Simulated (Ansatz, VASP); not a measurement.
One calculation of MnO, two programs

```
Mn O
1.0
     0.00000    2.25317    2.25317
     2.25317    0.00000    2.25317
     2.25317    2.25317    0.00000
Mn O
1 1
Direct
  0.00000 0.00000 0.00000
  0.50000 0.50000 0.50000
```

Change from the starting cell: volume scaled by 1.04.

Alike in both runs: task single point; functional PBEsol; k mesh 10 × 10 × 10; occupations fermi-dirac, width 0.05 eV; collinear spin.

```csv
,VASP,Ansatz
version,VASP 6.6.1,Ansatz 0.2.0
potentials or method,"VASP PAW PBE potentials, release 64 (Mn_pv, O), cutoff 520 eV","all-electron LAPW, scalar-relativistic"
```

|  | VASP | Ansatz | Ansatz less VASP |
| --- | --- | --- | --- |
| gap on the k mesh at the Fermi level (eV) | none | none | - |
| pressure (GPa) | -11.1 | -11.2 | -0.16 |
| net moment per atom (μB) | 2.41 | 2.41 | 0.000 |
| size of the moment on the site where the two differ most (μB) | 0.20 | 0.23 | +0.032 |

Site moments also hang on the region over which each program counts them. A gap of «none» marks a metal or a gap that the smearing closes. Ansatz ran all-electron here, so the differences hold the error of VASP's frozen core and of both bases.

Caveats: a cell with one magnetic atom can't hold antiferromagnetic order, which such compounds often take; semilocal functionals often make such compounds metallic where correlation or magnetic order opens a gap, which also shifts bond lengths; the PAW data sets were made with another functional, which shifts forces and pressure a little (VASP).
